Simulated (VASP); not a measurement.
VASP 6.6.1, r²SCAN single-point calculation, CdF₂ (strained fluorite)

INCAR

```
ISMEAR = 0
LASPH = .TRUE.
ENCUT = 520
IBRION = -1
NBANDS = 20
LCHARG = .TRUE.
ALGO = Normal
EDIFF = 1E-7
LELF = .TRUE.
LREAL = .FALSE.
SIGMA = 0.01
METAGGA = R2SCAN
ISIF = 2
PREC = Accurate
LWAVE = .FALSE.
NELM = 120
NSW = 0
```

KPOINTS

```
KPOINTS created by Atomic Simulation Environment
0
Gamma
8 8 8
0 0 0
```

KPOINTS_OPT

```
special points
7
Reciprocal
0.0000000000 0.0000000000 0.0000000000 1
0.5000000000 0.0000000000 0.5000000000 1
0.6250000000 0.2500000000 0.6250000000 1
0.3750000000 0.3750000000 0.7500000000 1
0.5000000000 0.5000000000 0.5000000000 1
0.5000000000 0.2500000000 0.7500000000 1
0.2500000000 -0.5000000000 -0.2500000000 1
```

POSCAR

```
Cd F
 1.0000000000000000
     0.0000000000000000    2.6268232390000001    2.6268232390000001
     2.6268232390000001    0.0000000000000000    2.6268232390000001
     2.6268232390000001    2.6268232390000001    0.0000000000000000
 Cd  F
   1   2
Cartesian
  0.0000000000000000  0.0000000000000000  0.0000000000000000
  1.3134116194999998  1.3134116194999998  1.3134116194999998
  3.9402348585000002  3.9402348585000002  3.9402348585000002
```

VASP ran with the recommended PBE PAW datasets (26 valence electrons in the cell).

Command

```
mpirun -np 1 vasp_std
```

OSZICAR

```
N       E                     dE             d eps       ncg     rms          rms(c)
DAV:   1     0.178286564330E+03    0.17829E+03   -0.15992E+04  1192   0.136E+03
DAV:   2    -0.337408100348E+02   -0.21203E+03   -0.20442E+03  1260   0.360E+02
DAV:   3    -0.428254414352E+02   -0.90846E+01   -0.90585E+01  1328   0.818E+01
DAV:   4    -0.428638263711E+02   -0.38385E-01   -0.38383E-01  1252   0.537E+00
DAV:   5    -0.428639489344E+02   -0.12256E-03   -0.12256E-03  1320   0.284E-01    0.100E+01
DAV:   6    -0.335794910086E+02    0.92845E+01   -0.36316E+00  1220   0.401E+01    0.106E+01
DAV:   7    -0.335804957334E+02   -0.10047E-02   -0.13827E+00  1216   0.104E+01    0.556E+00
DAV:   8    -0.336101843289E+02   -0.29689E-01   -0.14354E-01  1292   0.589E+00    0.189E+00
DAV:   9    -0.336042603756E+02    0.59240E-02   -0.50419E-02  1204   0.234E+00    0.187E-01
DAV:  10    -0.336053678341E+02   -0.11075E-02   -0.73050E-03  1272   0.819E-01    0.279E-01
DAV:  11    -0.336053170746E+02    0.50759E-04   -0.23689E-03  1208   0.455E-01    0.138E-01
DAV:  12    -0.336052534029E+02    0.63672E-04   -0.11855E-04  1244   0.180E-01    0.417E-02
DAV:  13    -0.336052374301E+02    0.15973E-04   -0.26118E-05  1312   0.554E-02    0.210E-02
DAV:  14    -0.336052322259E+02    0.52042E-05   -0.45732E-05  1236   0.653E-02    0.168E-02
DAV:  15    -0.336052306983E+02    0.15277E-05   -0.14891E-06  1220   0.126E-02    0.651E-03
DAV:  16    -0.336052303548E+02    0.34349E-06   -0.85554E-07  1220   0.837E-03    0.600E-04
DAV:  17    -0.336052304400E+02   -0.85243E-07   -0.30890E-08   652   0.164E-03
   1 F= -.33605230E+02 E0= -.33605230E+02  d E =-.273583E-27
       N       E                     dE             ncg
DAV:   1     0.106652240043E+04   -0.58668E+04      304
DAV:   2    -0.309225338928E+03   -0.13757E+04      308
DAV:   3    -0.360718646461E+03   -0.51493E+02      312
DAV:   4    -0.360903397060E+03   -0.18475E+00      296
DAV:   5    -0.360903973264E+03   -0.57620E-03      312
DAV:   6    -0.360903975900E+03   -0.26365E-05      296
DAV:   7    -0.360903975914E+03   -0.13519E-07      212
```

From OUTCAR

```
k-points           NKPTS =     29   k-points in BZ     NKDIM =     29   number of bands    NBANDS=     20

   NELECT =      26.0000    total number of electrons

   dimension x,y,z NGX =    28 NGY =   28 NGZ =   28
   dimension x,y,z NGXF=    56 NGYF=   56 NGZF=   56

  energy-cutoff  :      520.00
  volume of cell :       36.25
      direct lattice vectors                 reciprocal lattice vectors
     0.000000000  2.626823239  2.626823239    -0.190343984  0.190343984  0.190343984
     2.626823239  0.000000000  2.626823239     0.190343984 -0.190343984  0.190343984
     2.626823239  2.626823239  0.000000000     0.190343984  0.190343984 -0.190343984

 k-points in reciprocal lattice and weights: KPOINTS created by Atomic Simulation Env
   0.00000000  0.00000000  0.00000000       0.002
   0.12500000  0.00000000  0.00000000       0.016
   0.25000000  0.00000000  0.00000000       0.016
   0.37500000  0.00000000  0.00000000       0.016
   0.50000000  0.00000000  0.00000000       0.008
   0.12500000  0.12500000  0.00000000       0.012
   0.25000000  0.12500000  0.00000000       0.047
   0.37500000  0.12500000  0.00000000       0.047
   ...

 E-fermi :  -1.1862

 k-point     1 :       0.0000    0.0000    0.0000
  band No.  band energies     occupation
      1     -23.6633      2.00000
      2     -22.3738      2.00000
      3      -7.1847      2.00000
      4      -7.1847      2.00000
      5      -7.1847      2.00000
      6      -5.5669      2.00000
      7      -5.5669      2.00000
      8      -2.4690      2.00000
      9      -2.4690      2.00000
     10      -2.4690      2.00000
     11      -1.6486      2.00000
     12      -1.6486      2.00000
     13      -1.6486      2.00000
     14       2.7657      0.00000
     15      12.7156      0.00000
     16      12.7156      0.00000
     17      12.7156      0.00000
     18      17.3845      0.00000
     19      20.1822      0.00000
     20      20.1822      0.00000

 k-point     2 :       0.1250    0.0000    0.0000
  band No.  band energies     occupation
      1     -23.6062      2.00000
      2     -22.4273      2.00000
      3      -7.1125      2.00000
      4      -7.1125      2.00000
      5      -6.9830      2.00000
      6      -5.5954      2.00000
      7      -5.5954      2.00000
      8      -2.9253      2.00000
      9      -2.5589      2.00000
     10      -2.5589      2.00000
     11      -1.8001      2.00000
     12      -1.6605      2.00000
     13      -1.6605      2.00000
     14       3.3572      0.00000
     15      11.8849      0.00000
     16      12.9937      0.00000
     17      12.9937      0.00000
     18      18.5975      0.00000
     19      19.7889      0.00000
     20      19.7889      0.00000

 k-point     3 :       0.2500    0.0000    0.0000
  band No.  band energies     occupation
      1     -23.4502      2.00000
      2     -22.5701      2.00000
      3      -6.9426      2.00000
      4      -6.9426      2.00000
      5      -6.4332      2.00000
      6      -5.6246      2.00000
      7      -5.6246      2.00000
      8      -3.6949      2.00000
      9      -2.8468      2.00000
     10      -2.8468      2.00000
     11      -2.4036      2.00000
     12      -1.6518      2.00000
     13      -1.6518      2.00000
     14       4.7451      0.00000
     15      10.5953      0.00000
     16      13.7301      0.00000
     17      13.7302      0.00000
     18      19.0859      0.00000
     19      19.0859      0.00000
     20      19.8679      0.00000

 k-point     4 :       0.3750    0.0000    0.0000
  band No.  band energies     occupation
      1     -23.2364      2.00000
      2     -22.7670      2.00000
      3      -6.7966      2.00000
      4      -6.7966      2.00000
      5      -5.7061      2.00000
      6      -5.5587      2.00000
      7      -5.5587      2.00000
      8      -4.2382      2.00000
      9      -3.2680      2.00000
     10      -3.2313      2.00000
     11      -3.2313      2.00000
     12      -1.6156      2.00000
     13      -1.6155      2.00000
     14       6.3270      0.00000
     15       9.4504      0.00000
     16      14.6086      0.00000
     17      14.6086      0.00000
     18      18.5104      0.00000
     19      18.5104      0.00000
     20      19.4102      0.00000

 k-point     5 :       0.5000    0.0000    0.0000
  band No.  band energies     occupation
      1     -23.0441      2.00000
      2     -22.9514      2.00000
      3      -6.7502      2.00000
      4      -6.7502      2.00000
      5      -5.4831      2.00000
      6      -5.4831      2.00000
      7      -5.2733      2.00000
      8      -4.2782      2.00000
      9      -3.9131      2.00000
     10      -3.4279      2.00000
     11      -3.4279      2.00000
     12      -1.5969      2.00000
     13      -1.5969      2.00000
     14       7.3418      0.00000
     15       8.6729      0.00000
     16      15.0458      0.00000
     17      15.0458      0.00000
     18      18.2628      0.00000
     19      18.2628      0.00000
     20      19.0048      0.00000

 k-point     6 :       0.1250    0.1250    0.0000
  band No.  band energies     occupation
      1     -23.5885      2.00000
      2     -22.4422      2.00000
      3      -7.0833      2.00000
      4      -7.0833      2.00000
      5      -6.9196      2.00000
      6      -5.6883      2.00000
      7      -5.5468      2.00000
      8      -3.0156      2.00000
      9      -2.6586      2.00000
     10      -2.6586      2.00000
     11      -1.6791      2.00000
     12      -1.6791      2.00000
     13      -1.6740      2.00000
     14       3.5124      0.00000
     15      11.7154      0.00000
     16      13.0509      0.00000
     17      13.0509      0.00000
     18      18.3259      0.00000
     19      19.7477      0.00000
     20      20.3340      0.00000

 k-point     7 :       0.2500    0.1250    0.0000
  band No.  band energies     occupation
      1     -23.4696      2.00000
      2     -22.5490      2.00000
      3      -6.9326      2.00000
      4      -6.9282      2.00000
      5      -6.4999      2.00000
      6      -5.8205      2.00000
      7      -5.5362      2.00000
      8      -3.6503      2.00000
      9      -2.9686      2.00000
     10      -2.9065      2.00000
     11      -1.9244      2.00000
     12      -1.6891      2.00000
     13      -1.6500      2.00000
     14       4.5688      0.00000
     15      10.8010      0.00000
     16      13.5258      0.00000
     17      13.5663      0.00000
     18      17.5129      0.00000
     19      20.1038      0.00000
     20      21.1212      0.00000

 k-point     8 :       0.3750    0.1250    0.0000
  band No.  band energies     occupation
      1     -23.2836      2.00000
      2     -22.7169      2.00000
      3      -6.7619      2.00000
      4      -6.7619      2.00000
      5      -5.8773      2.00000
      6      -5.8167      2.00000
      7      -5.4975      2.00000
      8      -4.2806      2.00000
      9      -3.3593      2.00000
     10      -3.3179      2.00000
     11      -2.4881      2.00000
     12      -1.6865      2.00000
     13      -1.5976      2.00000
     14       6.0531      0.00000
     15       9.8609      0.00000
     16      14.0978      0.00000
     17      14.3147      0.00000
     18      16.6855      0.00000
     19      19.5175      0.00000
     20      21.2802      0.00000

 k-point     9 :       0.5000    0.1250    0.0000
  band No.  band energies     occupation
      1     -23.0757      2.00000
      2     -22.9110      2.00000
      3      -6.7122      2.00000
      4      -6.6642      2.00000
      5      -5.6394      2.00000
      6      -5.4963      2.00000
      7      -5.3559      2.00000
      8      -4.5812      2.00000
      9      -3.7342      2.00000
     10      -3.5451      2.00000
     11      -3.0160      2.00000
     12      -1.6614      2.00000
     13      -1.5774      2.00000
     14       7.3499      0.00000
     15       9.0221      0.00000
     16      14.3057      0.00000
     17      14.9525      0.00000
     18      16.4159      0.00000
     19      18.8145      0.00000
     20      21.0687      0.00000

 k-point    10 :      -0.3750    0.1250    0.0000
  band No.  band energies     occupation
      1     -23.1401      2.00000
      2     -22.8502      2.00000
      3      -6.7521      2.00000
      4      -6.6601      2.00000
      5      -5.6536      2.00000
      6      -5.5394      2.00000
      7      -5.4356      2.00000
      8      -4.5958      2.00000
      9      -3.5784      2.00000
     10      -3.3346      2.00000
     11      -3.0771      2.00000
     12      -1.6557      2.00000
     13      -1.6000      2.00000
     14       6.9937      0.00000
     15       9.3069      0.00000
     16      14.0007      0.00000
     17      15.0203      0.00000
     18      17.0163      0.00000
     19      18.2287      0.00000
     20      21.2126      0.00000

 ...

  Total        2.6822515      2.6822515      2.6822515      0.0000000     -0.0000000      0.0000000
  in kB      118.5461714    118.5461714    118.5461714      0.0000000     -0.0000000      0.0000000
  external PRESSURE =     118.5461714 kB  Pullay stress =       0.0000000 kB

 POSITION                                       TOTAL-FORCE (eV/Angst)
 -----------------------------------------------------------------------------------
      0.00000      0.00000      0.00000        -0.000000      0.000000      0.000000
      1.31341      1.31341      1.31341         0.000000      0.000000     -0.000000
      3.94023      3.94023      3.94023        -0.000000     -0.000000      0.000000
 -----------------------------------------------------------------------------------
    total drift:                                0.000000      0.000000      0.000000

  FREE ENERGIE OF THE ION-ELECTRON SYSTEM (eV)
  ---------------------------------------------------
  free  energy   TOTEN  =       -33.6052304400 eV

  energy  without entropy=      -33.6052304400  energy(sigma->0) =      -33.60523044
```

The gap between bands v and c is 4.03 eV and the least direct gap is 4.41 eV. The pressure is 11.9 GPa.

Band v is the last that the valence electrons fill when counted band by band, and c is the next.

The run took about 70 s on one core of a shared host (Intel Xeon Platinum 8488C) and held 0.18 GiB at most.
